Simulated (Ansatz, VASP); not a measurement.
## Cross-check of P between VASP and Ansatz

Aim: how closely do two programs agree when they are given the same cell, functional and k mesh? The cell is taken from a series of runs on this material, whose earlier steps may have relaxed, scaled, displaced or heated it; both programs get it as it stands.

Method: plane waves, with VASP 6.6.1 beside it; single point at PBE, in Ansatz 0.2.0.

**1. The starting structure**

The cell holds 4 atoms: 4 P. Its edges and angles: a = 4.612 Å, b = 3.309 Å, c = 27.820 Å, α = 90.0°, β = 90.0°, γ = 90.0°. Vacuum lies along c.

Structure file:

```cif
data_structure
_symmetry_space_group_name_H-M 'P 1'
_symmetry_Int_Tables_number 1
_cell_length_a 4.6116
_cell_length_b 3.3094
_cell_length_c 27.8196
_cell_angle_alpha 90.000
_cell_angle_beta 90.000
_cell_angle_gamma 90.000
_cell_volume 424.57
loop_
_atom_site_label
_atom_site_type_symbol
_atom_site_fract_x
_atom_site_fract_y
_atom_site_fract_z
_atom_site_occupancy
P1 P 0.08857 0.00000 0.37936 1
P2 P 0.41143 0.50000 0.37936 1
P3 P 0.58857 0.50000 0.30361 1
P4 P 0.91143 0.00000 0.30361 1
```

**2. Ansatz: single point, PBE**

Ansatz runs on its default PAW (the set named soft_2) files.

With cell and atoms fixed, the geometry can't cause a difference; cores, projectors, grids and the points listed under the comparison can.

input.yaml

```yaml
crystal:
  lattice:
    - [4.6116223839, 0.0, 0.0]
    - [0.0, 3.3094050355, 0.0]
    - [0.0, 0.0, 27.8195791164]
  atoms:
    - { symbol: P, position: [0.0885669143, 0.0, 0.3793638828] }
    - { symbol: P, position: [0.4114330857, 0.5, 0.3793638828] }
    - { symbol: P, position: [0.5885669143, 0.5, 0.3036083477] }
    - { symbol: P, position: [0.9114330857, 0.0, 0.3036083477] }
  periodic: [true, true, false]
kpoints:
  mp_grid: { grid: [6, 8, 1] }
  band_path:
    path: [[0, 0, 0], [0.5, 0, 0], [0.5, 0.5, 0], [0, 0.5, 0], [0, 0, 0]]
    npoints: 10
hamiltonian:
  xc: pbe
scf:
  occupations: { method: fermi_dirac, width: 0.02 }
  n_extra_bands: 5
output:
  eigenvalues: true
  forces: true
  stress: true
  write_density: true
  write_potential: true
  elf: true
  volumetric_format: npy
```

Launch:

```
$ ansatz run input.yaml --threads 2 --pin off --max-ram 92160MiB --backend cuda --devices 1 --max-vram 13GiB --events-out ev --progress --plain --runs-dir out
```

Numbers of over 12 decimals in the logs are rounded to 6 here.

The log of the run:

```text
scf.n_extra_bands = 5 over 10 filled bands (N_el = 20.0): the run solves 15 bands
GPUs: using 1 of 1 available (devices: 1).
Engine: ansatz 0.2.0, x86_64-unknown-linux-gnu
Pseudopotentials: kind: paw
Pseudopotential: P, paw, valence charge 5, recommended cutoff 420 eV (normal), P.paw.azcp
Functional definition: PBE
  parameter kappa = 0.804
  parameter beta = 0.066725
  exchange = pbe_x(kappa = kappa, mu = beta*pi^2/3)
  correlation = pbe_c(beta = beta)
device memory: the entry about to start is reckoned to put 2.2 GiB on a device that reports 70.7 GiB free (of which the cap on the GPU budget leaves the run 13.0 GiB)
GPU FFT provider: cuFFT
GPU libraries: cuBLAS 13.8.2, cuFFT 12.4.0, cuSOLVER 12.3.4
Crystal: 4 atoms, lattice volume = 424.575 Å³
Basis set: ecut = 420 eV, 8373 PW (Γ), exchange–correlation on 64×48×384 points (8 copies of the dense FFT grid, shifted against one another)
Bands: 15, of which v1, the nominal top of the filled ones, is band 10 counted from 1 (9 counted from 0)
Symmetry: 8 space group operations
Space group: Pmna (ITA 53), of the structure as read, at distance tolerance 7.5e-5 Å
k-points: 20 of 48
Non-local potential: P, projectors of the file, l = 0: 2, l = 1: 2, l = 2: 2
PAW form: soft (Blöchl's): semilocal exchange-correlation on the pseudo side does not see the compensation charge
PAW one-centre angular grid: P, 110 points (default); XC on 64 Gauss nodes
Initial density: superposition of atomic densities (neutral atoms: chi_scale 0, normalization atom), corrected by the library's trained network
Initial wavefunctions: pseudopotential atomic-orbital guess
GPU buffer pool allocated for 147456 grid points (all kernels)
GPU transforms: local potential and band sums: pruned to the plane-wave sphere, on 32×24×192
Functional: x = pbe(κ = 0.804, μ = 0.219515), c = pbe(β = 0.066725)
SCF iter   1: F=—  HF=-3022.653895 eV  |F-HF|=—  |Δ(HF+E_count)|=         —  Δρ=1.15e-3  dr2=9.02e-3  ethr=1.77e-3  ⟨swp⟩=14.1  Hψ=3326  notcnv=0
preconditioner: auto → Resta (q_TF=auto, 1.640 Å⁻¹)  ε∞=1.8  [insulator: Δε(μ)=0.898 eV  Ē_g=9.125 eV  σ=0.020 eV  W_gap=1.00  n_scr=32 (ndim 8)  ℏωp=8.1 eV  f_vac=0.760  D(μ)=0.00/eV (n_scr^D=0)  ε∞_Penn≈1.8  vacuum switching on, ρ_ref=6.0e-3 e/Å³]
SCF iter   2: F=—  HF=-3022.652525 eV  |F-HF|=—  |Δ(HF+E_count)|=   1.37e-3  Δρ=4.77e-4  dr2=7.82e-4  ethr=4.51e-5  ⟨swp⟩=4.5  Hψ=1066  notcnv=0
SCF iter   3: F=—  HF=-3022.652514 eV  |F-HF|=—  |Δ(HF+E_count)|=   1.10e-5  Δρ=2.35e-4  dr2=1.48e-4  ethr=3.91e-6  ⟨swp⟩=3.0  Hψ=600  notcnv=0
SCF iter   4: F=—  HF=-3022.652587 eV  |F-HF|=—  |Δ(HF+E_count)|=   7.28e-5  Δρ=4.32e-5  dr2=8.00e-6  ethr=7.42e-7  ⟨swp⟩=2.9  Hψ=577  notcnv=0
SCF iter   5: F=—  HF=-3022.652616 eV  |F-HF|=—  |Δ(HF+E_count)|=   2.93e-5  Δρ=1.15e-5  dr2=4.06e-7  ethr=4.00e-8  ⟨swp⟩=3.4  Hψ=694  notcnv=0
SCF iter   6: F=-3022.652617 eV  HF=-3022.652617 eV  |F-HF|=1.45e-8  |Δ(HF+E_count)|=   5.33e-7  Δρ=1.74e-6  dr2=2.32e-8  ethr=5.00e-10  ⟨swp⟩=18.5  Hψ=3421  notcnv=0
SCF 1 converged in 6 iterations: F = -3022.652617 eV  dr2 = 2.32e-8
  greatest PAW one-centre occupation: 0.810 electrons in one spin orbital (limit 2), on the P atom at site 3 (counted from 0), in its partial waves of l = 0
device memory: the entry about to start is reckoned to put 3.2 GiB on a device that reports 75.9 GiB free (of which the cap on the GPU budget leaves the run 13.0 GiB)
NSCF: frozen V_eff on 41 k-points, pencils in batches of 32, up to order 68
SCF converged after 6 iterations
Free energy (F): -3022.652617 eV
Harris-Foulkes:  -3022.652617 eV  (|F-HF|=1.45e-8)
Internal energy: -3022.652617 eV  (E = F + TS)
E sigma→0 (E₀):  -3022.652617 eV
Fermi energy:    -4.587547 eV
--- Per-component energies (eV) ---
  E_band       = -223.275713
  E_kinetic    = 278.537909
  E_local      = -13494.560115  (includes V_loc(G=0)·N_el)
  E_nonlocal   = 135.527934
  E_hartree    = 6563.968273
  E_xc         = -244.203276
  E_vxc        = -240.617417  (∫ρ·V_xc dr)
  E_paw        = -2277.290355  (= ΣΔE_a)
  E_vpaw       = -30.094594  (= ΣTr[D̂ρ^β])
  E_aug_tail   = 0.000013  (compensation charges beyond the density's cutoff)
  E_ewald      = 6015.367001
  E_smearing   = -0.000000  (= −TS)
  E_closure    = 0.000000  (closes the sum)
  Σ components = -3022.652617   (vs F -3022.652617, Δ=0.00e0)
--- Forces (eV/Å), atoms counted from 1 ---
  atom   1  P     -0.00695322    -0.00000000     0.00214917
  atom   2  P      0.00695322     0.00000000     0.00214917
  atom   3  P     -0.00695322    -0.00000000    -0.00214917
  atom   4  P      0.00695322     0.00000000    -0.00214917
  max |Σ_I F_I| component: 2.78e-17 eV/Å
--- 2D stress c σ (N/m, compression-positive) ---
        0.078445      -0.000000       0.000000
       -0.000000      -0.109763       0.000000
        0.000000       0.000000       0.000000
  P = ½ c Tr σ = -0.0157 N/m
--- Band table (eV; the first three rows and the last of 20) ---
  k-point 0: bands = [... 6 lower, -8.3892, -6.8039, -6.6861, -5.0394, -4.1382, -3.4407, -2.4217, -1.7587, ... 1 higher]
  k-point 1: bands = [... 6 lower, -9.2867, -7.6654, -6.6216, -5.0931, -3.9664, -2.6408, -2.0207, -1.1905, ... 1 higher]
  k-point 2: bands = [... 6 lower, -8.8905, -8.1176, -6.6319, -5.4628, -3.7665, -3.4808, -1.6949, -1.5381, ... 1 higher]
  k-point 19: bands = [... 6 lower, -9.6055, -9.6055, -6.1528, -6.1528, -2.6590, -2.6590, -1.2036, -1.2036, ... 1 higher]
```

**3. VASP: single point, PBE**

The same cell, functional, mesh and smearing now go to VASP, with its own data sets.

Lines of VASP's logs that name or quote its potential files are left out, and so is its time.

INCAR

```
SYSTEM = P
PREC = Accurate
ENCUT = 400
EDIFF = 1E-06
NELM = 120
ISMEAR = -1
SIGMA = 0.02
LREAL = .FALSE.
ALGO = Normal
GGA = PE
NBANDS = 16
LORBIT = 11
LWAVE = .FALSE.
LCHARG = .FALSE.
ISIF = 2
LDIPOL = .TRUE.
IDIPOL = 3
DIPOL = 0.5 0.5 0.341
LVHAR = .TRUE.
LASPH = .TRUE.
GGA_COMPAT = .FALSE.
EFERMI = MIDGAP
NELMDL = -8
```

POSCAR

```
P
1.0
    4.6116223839      0.0000000000      0.0000000000
    0.0000000000      3.3094050355      0.0000000000
    0.0000000000      0.0000000000     27.8195791164
P
4
Direct
    0.0885669143      1.0000000000      0.3793638828
    0.4114330857      0.5000000000      0.3793638828
    0.5885669143      0.5000000000      0.3036083477
    0.9114330857      1.0000000000      0.3036083477
```

KPOINTS

```
Automatic mesh
0
Gamma
6 8 1
0 0 0
```

The projector-augmented-wave data sets are P (PBE family, release 64).

Launch:

```
$ mpirun -np 1 vasp_std
```

The log of the run:

```text
[banner, memory and clock lines left out]
running    1 mpi-ranks, on    1 nodes
 distrk:  each k-point on    1 cores,    1 groups
 distr:  one band on    1 cores,    1 groups

 POSCAR found type information on POSCAR P
 POSCAR found :  1 types and       4 ions
 LDA part: xc-table for (Slater+PW92), standard interpolation
 POSCAR, INCAR and KPOINTS ok, starting setup
 FFT: planning ... GRIDC
 FFT: planning ... GRID_SOFT
 FFT: planning ... GRID
 WAVECAR not read
 entering main loop
       N       E                     dE             d eps       ncg     rms          rms(c)
DAV:   1     0.130045440352E+03    0.13005E+03   -0.51886E+03   640   0.677E+02
DAV:   2    -0.562799075267E+01   -0.13567E+03   -0.12775E+03  1040   0.147E+02
DAV:   3    -0.213329744975E+02   -0.15705E+02   -0.15650E+02   888   0.600E+01
DAV:   4    -0.216503739535E+02   -0.31740E+00   -0.31673E+00   888   0.109E+01
DAV:   5    -0.216602167540E+02   -0.98428E-02   -0.98413E-02  1000   0.173E+00
DAV:   6    -0.216603905971E+02   -0.17384E-03   -0.17384E-03   936   0.206E-01
DAV:   7    -0.216603953744E+02   -0.47773E-05   -0.47773E-05  1008   0.307E-02
DAV:   8    -0.216603954365E+02   -0.62061E-07   -0.62023E-07   776   0.321E-03    0.999E+00
DAV:   9    -0.215299712824E+02    0.13042E+00   -0.74922E-02   776   0.143E+00    0.595E+00
DAV:  10    -0.214680524840E+02    0.61919E-01   -0.14550E-01   832   0.203E+00    0.275E-01
DAV:  11    -0.214674032568E+02    0.64923E-03   -0.10024E-02   800   0.616E-01    0.140E-01
DAV:  12    -0.214672271158E+02    0.17614E-03   -0.52555E-04  1048   0.139E-01    0.956E-02
DAV:  13    -0.214670237151E+02    0.20340E-03   -0.20801E-04   856   0.734E-02    0.529E-02
DAV:  14    -0.214669356332E+02    0.88082E-04   -0.11400E-04   864   0.502E-02    0.225E-02
DAV:  15    -0.214672384875E+02   -0.30285E-03   -0.23016E-04   776   0.570E-02    0.160E-02
DAV:  16    -0.214672950036E+02   -0.56516E-04   -0.71174E-06   864   0.152E-02    0.115E-02
DAV:  17    -0.214673981102E+02   -0.10311E-03   -0.28210E-06   712   0.937E-03    0.399E-03
DAV:  18    -0.214674521024E+02   -0.53992E-04   -0.56217E-06   712   0.890E-03    0.424E-03
DAV:  19    -0.214675025718E+02   -0.50469E-04   -0.31038E-06   744   0.650E-03    0.396E-03
DAV:  20    -0.214675154922E+02   -0.12920E-04   -0.33303E-07   680   0.259E-03    0.257E-03
DAV:  21    -0.214675352825E+02   -0.19790E-04   -0.57959E-07   552   0.241E-03    0.141E-03
DAV:  22    -0.214675431278E+02   -0.78452E-05   -0.20487E-07   640   0.142E-03    0.887E-04
DAV:  23    -0.214675501484E+02   -0.70206E-05   -0.28613E-07   624   0.155E-03    0.851E-04
DAV:  24    -0.214675509771E+02   -0.82871E-06   -0.15881E-08   600   0.552E-04
   1 F= -.21467551E+02 E0= -.21467551E+02  d E =-.458922E-11
```

From OUTCAR (step 3):

```text
ion  position               nearest neighbor table
   1  0.089  0.000  0.379-   2 2.23   2 2.23   4 2.26
   2  0.411  0.500  0.379-   1 2.23   1 2.23   3 2.26
   3  0.589  0.500  0.304-   4 2.23   4 2.23   2 2.26
   4  0.911  0.000  0.304-   3 2.23   3 2.23   1 2.26

  LATTYP: Found a simple orthorhombic cell.
 ALAT       =     3.3094050355
 B/A-ratio  =     1.3934898673
 C/A-ratio  =     8.4062176790

 Subroutine GETGRP returns: Found  8 space group operations
 (whereof  2 operations were pure point group operations)

The static configuration has the point symmetry C_1h.
 The point group associated with its full space group is D_2h.

 Found     20 irreducible k-points:

   k-points           NKPTS =     20   k-points in BZ     NKDIM =     20   number of bands    NBANDS=     16

   dimension x,y,z NGX =    30 NGY =   24 NGZ =  192
   dimension x,y,z NGXF=    60 NGYF=   48 NGZF=  384

   ENCUT  =  400.0 eV  29.40 Ry    5.42 a.u.   7.52  5.40 45.37*2*pi/ulx,y,z

   NELECT =      20.0000    total number of electrons

 k-points in reciprocal lattice and weights: Automatic mesh
   0.00000000  0.00000000  0.00000000       0.021
   0.16666667  0.00000000  0.00000000       0.042
   0.33333333  0.00000000  0.00000000       0.042
   0.50000000  0.00000000  0.00000000       0.021
   0.00000000  0.12500000  0.00000000       0.042
   0.16666667  0.12500000  0.00000000       0.083
   0.33333333  0.12500000  0.00000000       0.083
   0.50000000  0.12500000  0.00000000       0.042
   0.00000000  0.25000000  0.00000000       0.042
[...]
0.33333333  0.50000000  0.00000000       0.042
   0.50000000  0.50000000  0.00000000       0.021

 dipolmoment           0.000000      0.000000      0.000011 electrons x Angstroem

 average (electrostatic) potential at core
       1 -92.0118       2 -92.0118       3 -92.0118       4 -92.0118

 E-fermi :  -2.5934

 k-point     1 :       0.0000    0.0000    0.0000
  band No.  band energies     occupation
    ...
      6      -7.5203      2.00000
      7      -6.3753      2.00000
      8      -4.7899      2.00000
      9      -4.6928      2.00000
     10      -3.0525      2.00000
     11      -2.1343      0.00000
     12      -1.4183      0.00000
     13      -0.3899      0.00000
     14       0.2523      0.00000
     15       1.3664      0.00000
    ...

 k-point     2 :       0.1667    0.0000    0.0000
  band No.  band energies     occupation
    ...
      6      -6.9753      2.00000
      7      -6.2726      2.00000
      8      -4.8850      2.00000
      9      -4.1712      2.00000
     10      -3.8636      2.00000
     11      -1.4108      0.00000
     12      -1.3043      0.00000
     13      -0.6689      0.00000
     14       0.1814      0.00000
     15       1.7041      0.00000
    ...

 k-point     3 :       0.3333    0.0000    0.0000
  band No.  band energies     occupation
    ...
      6      -5.9846      2.00000
      7      -5.7054      2.00000
      8      -5.1677      2.00000
      9      -4.9717      2.00000
     10      -3.5502      2.00000
     11      -1.1168      0.00000
     12      -1.0749      0.00000
     13      -0.3657      0.00000
     14       0.2025      0.00000
     15       1.3534      0.00000
    ...

  Total       -0.0918405     -0.2491120     -0.1437139     -0.0000000      0.0000000      0.0000000
  in kB       -0.3465696     -0.9400502     -0.5423195     -0.0000000      0.0000000      0.0000000
  external PRESSURE =      -0.6096464 kB  Pullay stress =       0.0000000 kB

  energy-cutoff  :      400.00
  volume of cell :      424.57
      direct lattice vectors                 reciprocal lattice vectors
     4.611622384  0.000000000  0.000000000     0.216843427  0.000000000  0.000000000
     0.000000000  3.309405036  0.000000000     0.000000000  0.302169118  0.000000000
     0.000000000  0.000000000 27.819579116     0.000000000  0.000000000  0.035945907

 POSITION                                       TOTAL-FORCE (eV/Angst)
 -----------------------------------------------------------------------------------
      0.40844      0.00000     10.55374         0.024684     -0.000000     -0.032363
      1.89737      1.65470     10.55374        -0.024684      0.000000     -0.032363
      2.71425      1.65470      8.44626         0.024684     -0.000000      0.032363
      4.20319      0.00000      8.44626        -0.024684      0.000000      0.032363
 -----------------------------------------------------------------------------------
    total drift:                                0.000000     -0.000000      0.000105

  FREE ENERGIE OF THE ION-ELECTRON SYSTEM (eV)
  ---------------------------------------------------
  free  energy   TOTEN  =       -21.4675509771 eV

  energy  without entropy=      -21.4675509771  energy(sigma->0) =      -21.46755098

 vacuum level on the upper side and lower side of the slab         1.984         1.984

 total charge
# of ion       s       p       d       tot
------------------------------------------
    1        1.080   1.377   0.000   2.458
    2        1.080   1.377   0.000   2.458
    3        1.080   1.377   0.000   2.458
    4        1.080   1.377   0.000   2.458
--------------------------------------------------
tot          4.322   5.510   0.000   9.832

[... 3 further parts left out ...]
```

**4. Differences**

Known differences besides the potentials themselves: Ansatz cuts the interaction across the vacuum, VASP repeats the sheet with a dipole correction; the cutoff is 420 eV in Ansatz and 400 eV in VASP. Total energies have different zeros and are not compared.

Compared:

| quantity | Ansatz | VASP | difference |
| --- | --- | --- | --- |
| gap on the k mesh (eV) | 0.901 | 0.918 | -0.017 |

Forces (eV/Å; atoms numbered as in POSCAR):

| atom | Ansatz x, y, z | VASP x, y, z |
| --- | --- | --- |
| P1 | -0.007, 0.000, 0.002 | 0.025, 0.000, -0.032 |
| P2 | 0.007, 0.000, 0.002 | -0.025, 0.000, -0.032 |
| P3 | -0.007, 0.000, -0.002 | 0.025, 0.000, 0.032 |
| P4 | 0.007, 0.000, -0.002 | -0.025, 0.000, 0.032 |

The forces differ by 27 meV/Å r.m.s., where the r.m.s. force is 0.004 eV/Å in Ansatz and 0.023 eV/Å in VASP: the atoms lie near their places of rest in Ansatz, so a percentage would say little (all taken over all components). A gap on the mesh is an upper bound, since the band edges may lie between its points. With vacuum in the cell, a pressure given here is an average over mostly empty space and none of the material.

**5. Summary of results**

```json
{
 "r.m.s. force difference (single point, PBE)": "27 meV/Å"
}
```

In words: The r.m.s. force difference is 27 meV/Å (single point, PBE), beyond the 12 meV/Å picked in this series as the mark of a large difference. What causes the difference of the single point, PBE pair stays open here. Such differences can come from data sets, numerical settings and the points named under the comparisons, not from the functional's error against experiment.

[Lines on the potential files, build, host, timing and source positions are cut from VASP's logs without a mark.]

[Logs are printed without paths, hosts, clocks, repeated set-up lines and the standing remarks that a program may print on its own settings, such as how far it seeks lower states.]

[Hosts, paths, dates, database ids (printed as entryN), source tags and the programs' standing remarks are cut or masked in the printed files.]
